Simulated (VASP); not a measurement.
A run of VASP 6.6.1 is set up as follows.

Contents of POSCAR:

```
LiH
1.0
    2.5374324314      0.0000000000      0.0000000000
    0.0000000000      2.5374324314      0.0000000000
    0.0000000000      0.0000000000      2.5016587118
Li H
1 1
Direct
    0.0000000000      0.0000000000      0.0000000000
    0.5000000000      0.5000000000      0.5000000000
```

File INCAR.step1:

```
ALGO = Normal ; EDIFF = 1E-4
ENCUT = 520 ; GGA = PE
ISMEAR = 0 ; LASPH = True
LCHARG = False ; LREAL = False
LWAVE = True ; NBANDS = 9
NELM = 100 ; PREC = Accurate
SIGMA = 0.01
```

Contents of INCAR.step2:

```
ALGO = Normal ; EDIFF = 1E-6
ENCUT = 520 ; ISIF = 2
ISMEAR = 0 ; ISTART = 1
LASPH = True ; LCHARG = True
LELF = True ; LMIXTAU = True
LREAL = False ; LVHAR = True
LWAVE = False ; METAGGA = R2SCAN
NBANDS = 9 ; NELM = 100
PREC = Accurate ; SIGMA = 0.01
```

KPOINTS

```
k-points
0
Gamma
  10 10 10
```

Potentials or basis: VASP PAW PBE potentials, release 64 (Li_sv, H).

Launch:

```sh
$ cat potpaw_PBE.64/Li_sv/POTCAR potpaw_PBE.64/H/POTCAR > POTCAR
$ cp INCAR.step1 INCAR
$ mpirun -np 1 vasp_std > vasp.out
$ cp INCAR.step2 INCAR
$ mpirun -np 1 vasp_std > vasp.out
```

**Question.** Predict the band gap on the k mesh.

**Answer.** 1.24 eV, indirect (least direct gap 4.81 eV).

 A k mesh can miss the band edges.
